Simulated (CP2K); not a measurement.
# ZnSe (Stilleite) (F-43m) in CP2K: reference runs

How does ZnSe (Stilleite) come out in PBE? The cell is run as given and disturbed.

All numbers are computed with CP2K 2026.2; they aren't measurements. Logs are shortened: lines on timing, memory, paths and dates and some standing lists are left out, and cuts for length are marked.

**What was measured.**

“Alloy Disordering Effects on the Thermal Conductivity and Energy Gap Temperature Dependence of Cd1−xZnxSe Ternary Crystals Grown by the Bridgman Method”, 2023, pmc:10253836 reports, for a bulk crystal of ZnSe at 300 K: band gap 2.695 ± 0.003 eV (an exciton energy, a little under the gap).

How close the calculation comes is told below.

## (1) The crystal as given

It takes space group F-43m (No. 216, cubic). The conventional cell has a = 5.668 Å, b = 5.668 Å, c = 5.668 Å, α = 90.00°, β = 90.00°, γ = 90.00°. Se (site symmetry -43m) is surrounded by 4 Zn at 2.45 Å. Zn (site symmetry -43m) is surrounded by 4 Se at 2.45 Å.

## (2) Single point, PBE

Contents of znse_scf.inp:

```
&GLOBAL
  PROJECT znse_scf
  RUN_TYPE ENERGY_FORCE
  PRINT_LEVEL LOW
&END GLOBAL
&FORCE_EVAL
  METHOD QS
  STRESS_TENSOR ANALYTICAL
  &DFT
    BASIS_SET_FILE_NAME BASIS_MOLOPT_UZH
    POTENTIAL_FILE_NAME POTENTIAL_UZH
    &MGRID
      CUTOFF 450
      REL_CUTOFF 60
      NGRIDS 4
    &END MGRID
    &QS
      METHOD GPW
      EPS_DEFAULT 1.0E-10
    &END QS
    &KPOINTS
      SCHEME MONKHORST-PACK 8 8 8
      GAMMA_CENTERED T
      SYMMETRY T
      SYMMETRY_BACKEND SPGLIB
    &END KPOINTS
    &SCF
      SCF_GUESS ATOMIC
      EPS_SCF 1.0E-6
      MAX_SCF 100
      ADDED_MOS 10
      CHOLESKY OFF
      EPS_EIGVAL 1.0E-7
      &DIAGONALIZATION ON
        ALGORITHM STANDARD
      &END DIAGONALIZATION
      &MIXING ON
        METHOD BROYDEN_MIXING
        ALPHA 0.4
        BETA 1.5
        NBUFFER 8
      &END MIXING
      &SMEAR ON
        METHOD FERMI_DIRAC
        ELECTRONIC_TEMPERATURE [K] 580.226
      &END SMEAR
    &END SCF
    &XC
      &XC_FUNCTIONAL PBE
      &END XC_FUNCTIONAL
    &END XC
    &PRINT
      &KPOINTS ON
      &END KPOINTS
      &MULLIKEN ON
      &END MULLIKEN
      &MO ON
        ENERGIES T
        OCCUPATION_NUMBERS T
        &EACH
          QS_SCF 0
        &END EACH
        ADD_LAST NUMERIC
      &END MO
      &LOWDIN ON
      &END LOWDIN
      &HIRSHFELD ON
        SHAPE_FUNCTION DENSITY
      &END HIRSHFELD
    &END PRINT
  &END DFT
  &SUBSYS
    &CELL
      A 4.0075983931 0.0000000000 0.0000000000
      B 2.0037991965 3.4706820165 0.0000000000
      C 2.0037991965 1.1568940055 3.2721903857
      PERIODIC XYZ
    &END CELL
    &COORD
      SCALED
      Se  0.7500000000 0.7500000000 0.7500000000
      Zn  0.0000000000 0.0000000000 0.0000000000
    &END COORD
    &KIND Se
      BASIS_SET TZVP-MOLOPT-PBE-GTH-q6
      POTENTIAL GTH-PBE-q6
    &END KIND
    &KIND Zn
      BASIS_SET TZVP-MOLOPT-PBE-GTH-q12
      POTENTIAL GTH-PBE-q12
    &END KIND
    &PRINT
      &ATOMIC_COORDINATES ON
      &END ATOMIC_COORDINATES
      &CELL ON
      &END CELL
    &END PRINT
  &END SUBSYS
  &PRINT
    &FORCES ON
    &END FORCES
    &STRESS_TENSOR ON
    &END STRESS_TENSOR
  &END PRINT
&END FORCE_EVAL
```

Potentials or basis: POTENTIAL_UZH Se GTH-PBE-q6, Zn GTH-PBE-q12; TZVP-MOLOPT-PBE-GTH basis.

Started as:

```
$ OMP_NUM_THREADS=1 cp2k.psmp -i znse_scf.inp -o znse_scf.out
```

znse_scf.out:

```text

 CP2K| version string:                                       CP2K version 2026.2
 CP2K| Input file name                                              znse_scf.inp

 GLOBAL| Force Environment number                                              1
 GLOBAL| Basis set file name                                    BASIS_MOLOPT_UZH
 GLOBAL| Potential file name                                       POTENTIAL_UZH
 GLOBAL| MM Potential file name                                     MM_POTENTIAL
 GLOBAL| Coordinate file name                                      __STD_INPUT__
 GLOBAL| Method name                                                        CP2K
 GLOBAL| Project name                                                   znse_scf
 GLOBAL| Run type                                                   ENERGY_FORCE
 GLOBAL| FFT library                                                       FFTW3
[... 6 lines left out ...]
 GLOBAL| Total number of message passing processes                             1
 GLOBAL| Number of threads for this process                                    1
 GLOBAL| CPU model name                                                  UNKNOWN

 CELL| Volume [angstrom^3]:                                            45.513222
 CELL| Vector a [angstrom]:       4.008     0.000     0.000   |a| =     4.007598
 CELL| Vector b [angstrom]:       2.004     3.471     0.000   |b| =     4.007598
 CELL| Vector c [angstrom]:       2.004     1.157     3.272   |c| =     4.007598
 CELL| Angle (b,c), alpha [degree]:                                    60.000000
 CELL| Angle (a,c), beta  [degree]:                                    60.000000
 CELL| Angle (a,b), gamma [degree]:                                    60.000000
 CELL| Numerically orthorhombic:                                              NO
 CELL| Periodicity                                                           XYZ

 CELL_REF| Volume [angstrom^3]:                                        45.513222
 CELL_REF| Vector a [angstrom     4.008     0.000     0.000   |a| =     4.007598
 CELL_REF| Vector b [angstrom     2.004     3.471     0.000   |b| =     4.007598
 CELL_REF| Vector c [angstrom     2.004     1.157     3.272   |c| =     4.007598
 CELL_REF| Angle (b,c), alpha [degree]:                                60.000000
 CELL_REF| Angle (a,c), beta  [degree]:                                60.000000
 CELL_REF| Angle (a,b), gamma [degree]:                                60.000000
 CELL_REF| Numerically orthorhombic:                                          NO
 CELL_REF| Periodicity                                                       XYZ
[... 9 lines left out ...]
 TOTAL NUMBERS AND MAXIMUM NUMBERS

  Total number of            - Atomic kinds:                                   2
                             - Atoms:                                          2
                             - Shell sets:                                     2
                             - Shells:                                        17
                             - Primitive Cartesian functions:                 10
                             - Cartesian basis functions:                     58
                             - Spherical basis functions:                     51

  Maximum angular momentum of the orbital basis functions:                     3

 MODULE QUICKSTEP: ATOMIC COORDINATES IN ANGSTROM

   Atom Kind Element         X             Y             Z       Z(eff)     Mass
      1    1 Se   34      6.011398      3.470682      2.454143   6.0000  78.9600
      2    2 Zn   30      0.000000      0.000000      0.000000  12.0000  65.3800

 SCF PARAMETERS         Density guess:                                    ATOMIC
[... 9 lines left out ...]
                        --------------------------------------------------------
                        level_shift [a.u.]:                             0.000000
                        added MOs                                        10    0
                        --------------------------------------------------------
                        Mixing method:                            BROYDEN_MIXING
                                                charge density mixing in g-space
                        --------------------------------------------------------
                        Smear method:                                FERMI_DIRAC
                        Electronic temperature [K]:                        580.2
                        Electronic temperature [a.u.]:                  1.84E-03
                        Accuracy threshold:                             1.00E-10
                        --------------------------------------------------------
                        No outer SCF

 *******************************************************************************
                                    Kpoints
 *******************************************************************************
 BRILLOUIN| K-point scheme                                        Monkhorst-Pack
[... 12 lines left out ...]
 BRILLOUIN|     4           0.01172       -0.37500       -0.37500        0.00000
 BRILLOUIN|     5           0.04688       -0.37500       -0.37500        0.12500
 BRILLOUIN|     6           0.02344       -0.37500       -0.37500        0.25000
[... 21 lines left out ...]
 BRILLOUIN|    28           0.00781        0.00000        0.00000        0.50000
 BRILLOUIN|    29           0.00586        0.00000        0.50000        0.50000
 *******************************************************************************

 Extrapolation method: initial_guess

 Number of electrons:                                                         18
 Number of occupied orbitals:                                                  9
 Number of molecular orbitals:                                                19

 Number of orbital functions:                                                 51
 Number of independent orbital functions:                                     51

 SCF WAVEFUNCTION OPTIMIZATION

  Step     Update method      Time    Convergence         Total energy    Change
  ------------------------------------------------------------------------------
     1 NoMix/Diag. 0.40E+00    6.6     1.58797654       -70.1414779006 -7.01E+01
     2 Broy./Diag. 0.40E+00    5.9     0.04645590       -70.0648603996  7.66E-02
     3 Broy./Diag. 0.40E+00    5.9     0.09890746       -69.9938285556  7.10E-02
     4 Broy./Diag. 0.40E+00    5.9     0.02392721       -70.0048145326 -1.10E-02
     5 Broy./Diag. 0.40E+00    5.9     0.00714119       -70.0551011037 -5.03E-02
     6 Broy./Diag. 0.40E+00    5.9     0.00430838       -70.0548702341  2.31E-04
     7 Broy./Diag. 0.40E+00    5.8     0.00094206       -70.0441750328  1.07E-02
     8 Broy./Diag. 0.40E+00    5.9     0.00033385       -70.0442116602 -3.66E-05
     9 Broy./Diag. 0.40E+00    6.0     0.00021220       -70.0471722716 -2.96E-03
    10 Broy./Diag. 0.40E+00    6.0     0.00002511       -70.0476054758 -4.33E-04
    11 Broy./Diag. 0.40E+00    6.1     0.00001859       -70.0475341932  7.13E-05
    12 Broy./Diag. 0.40E+00    6.0     0.00000240       -70.0475298261  4.37E-06
    13 Broy./Diag. 0.40E+00    6.0     0.00000526       -70.0475174363  1.24E-05
    14 Broy./Diag. 0.40E+00    6.0     0.00000240       -70.0475119105  5.53E-06
    15 Broy./Diag. 0.40E+00    6.1     0.00000058       -70.0475101110  1.80E-06

  *** SCF run converged in    15 steps ***

  Electronic density on regular grids:        -17.9999999783        0.0000000217
  Core density on regular grids:               17.9999999977       -0.0000000023
  Total charge density on r-space grids:        0.0000000194
  Total charge density g-space grids:           0.0000000194

  Overlap energy of the core charge distribution:               0.00000000779440
  Self energy of the core charge distribution:                -99.67599305453886
  Core Hamiltonian energy:                                     30.01868303388716
  Hartree energy:                                              10.72018762900861
  Exchange-correlation energy:                                -11.11038772583598
  Electronic entropic energy:                                  -0.00000000135003
  Fermi energy:                                                 0.13599757711030

  Total energy:                                               -70.04751011103470
  Total energy (extrapolated to T->0):                        -70.04751011035968

 MO| EIGENVALUES AND OCCUPATION NUMBERS FOR K POINT 1
 MO|
 MO|  Index      Eigenvalue [a.u.]        Eigenvalue [eV]             Occupation
 MO|      1              -0.351761              -9.571910               2.000000
 MO|      2              -0.127921              -3.480899               2.000000
 MO|      3              -0.127921              -3.480899               2.000000
 MO|      4              -0.121167              -3.297119               2.000000
 MO|      5              -0.116769              -3.177458               2.000000
 MO|      6              -0.116769              -3.177458               2.000000
[... 344 lines left out ...]
 MO|     18               0.785419              21.372329               0.000000
 MO|     19               0.825466              22.462061               0.000000
 MO| Sum:                                                              18.000000
 MO| E(Fermi):            0.135998 a.u.          3.700682 eV
 MO| Band gap:            0.204593 a.u.          5.567270 eV

 [... the levels of further k-points ...]

 !-----------------------------------------------------------------------------!
                     Mulliken Population Analysis

 #  Atom  Element  Kind  Atomic population                           Net charge
       1     Se       1          5.972796                              0.027204
       2     Zn       2         12.027204                             -0.027204
 # Total charge                             18.000000                 -0.000000

 !-----------------------------------------------------------------------------!

 !-----------------------------------------------------------------------------!
                           Hirshfeld Charges

  #Atom  Element  Kind  Ref Charge     Population                    Net charge
      1       Se     1       6.000          6.208                        -0.208
      2       Zn     2      12.000         11.792                         0.208

  Total Charge                                                           -0.000
 !-----------------------------------------------------------------------------!

 LOWDIN POPULATION ANALYSIS

 #  Atom  Element  Kind  Atomic population                           Net charge
       1     Se       1          4.400838                              1.599162
       2     Zn       2         13.599162                             -1.599162
 # Total charge                             18.000000                 -0.000000

 ENERGY| Total FORCE_EVAL ( QS ) energy [hartree]            -70.047509740527914

 FORCES| Atomic forces [hartree/bohr]
 FORCES|   Atom     x               y               z               |f|
 FORCES|      1 -1.11502058E-05 -6.44622226E-06 -4.53824249E-06   1.36556404E-05
 FORCES|      2  8.48536983E-06  4.90767289E-06  3.45033558E-06   1.03918992E-05
 FORCES| Sum    -2.66483596E-06 -1.53854937E-06 -1.08790691E-06
 FORCES| Total atomic force                                       3.26374421E-06

 STRESS| Analytical stress tensor [bar]
 STRESS|                        x                   y                   z
 STRESS|      x        2.74770332813E+04   7.34025857181E+01   5.19010290363E+01
 STRESS|      y        7.34025857181E+01   2.73924265174E+04   2.99656248131E+01
 STRESS|      z        5.19010290363E+01   2.99656248131E+01   2.73712339523E+04
 STRESS| 1/3 Trace                                             2.74135645837E+04
 STRESS| Determinant                                           2.06010588180E+13

 STRESS| Eigenvectors and eigenvalues of the analytical stress tensor [bar]
 STRESS|                        1                   2                   3
 STRESS| Eigenvalues   2.73499971820E+04   2.73500462800E+04   2.75406502889E+04
 STRESS|      x          -0.577641567945      0.003096202353      0.816284651646
 STRESS|      y           0.663400789058     -0.580894987079      0.471657086308
 STRESS|      z           0.475636007951      0.813972620865      0.333495068063
```

It took 1.7 min on 1 thread of Arm Neoverse N1, shared host; peak memory 0.32 GiB.

Results:

```
Free energy            : -1906.0897 eV
Pressure               : 2.7 GPa
Band gap on the k mesh : 1.26 eV, direct
Mulliken charges       : Se +0.03; Zn -0.03 e
Hirshfeld charges      : Se -0.21; Zn +0.21 e
```

Caveat: Mulliken charges move with the basis; the basis of atomic orbitals isn't converged, which shifts pressures, moduli and gaps.

[end of part 1 of 2]
